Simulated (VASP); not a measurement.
## TiB: single point with PBEsol

The system is TiB.

```
Ti B
1.0
     6.07892    0.00000    0.00000
     0.00000    3.03946    0.00000
     0.00000    0.00000    4.52940
Ti B
4 4
Direct
  0.17700 0.25000 0.12300
  0.82300 0.75000 0.87700
  0.32300 0.75000 0.62300
  0.67700 0.25000 0.37700
  0.02900 0.25000 0.60300
  0.97100 0.75000 0.39700
  0.47100 0.75000 0.10300
  0.52900 0.25000 0.89700
```

```json
{
 "Program": "VASP 6.6.1",
 "Task": "single point",
 "Functional": "PBEsol",
 "Potentials or basis": "VASP PAW PBE potentials, release 64 (Ti_sv, B)",
 "Cutoff": "520 eV",
 "k mesh": "5 × 9 × 6",
 "Occupations": "fermi-dirac, width 0.1 eV",
 "Spin": "no spin polarisation"
}
```

- Pressure: -1.3 GPa
- Largest force: 0.225 eV/Å
- Band gap on the k mesh: none (metal or under the smearing width)

Forces in eV/Å, atoms in the order of the input:
```
Ti   0.087  0.000 -0.042
Ti  -0.087  0.000  0.042
Ti  -0.087  0.000 -0.042
Ti   0.087  0.000  0.042
B    0.068  0.000 -0.214
B   -0.068  0.000  0.214
B   -0.068  0.000 -0.214
B    0.068  0.000  0.214
```

Stress tensor (GPa, compression positive):
```
-1.62  0.00  0.00
 0.00 -1.02  0.00
 0.00  0.00 -1.22
```

Levels at points of the mesh, in eV from the Fermi level:
```tsv
k point	band 27	band 28	band 29	band 30	band 31	band 32	band 33	band 34
(0.00, 0.00, 0.00)	-0.89	-0.69	0.64	0.79	0.94	1.25	1.50	1.64
(0.00, 0.00, 0.50)	-0.94	-0.94	-0.04	-0.04	1.63	1.63	2.11	2.11
```

Wall time 10 min on 1 thread of Intel(R) Xeon(R) Platinum 8259CL CPU @ 2.50GHz (Skylake/Cascade Lake), with other jobs on the host, peak memory 0.29 GiB.

Caveat: the PAW data sets were made with another functional, which shifts forces and pressure a little.
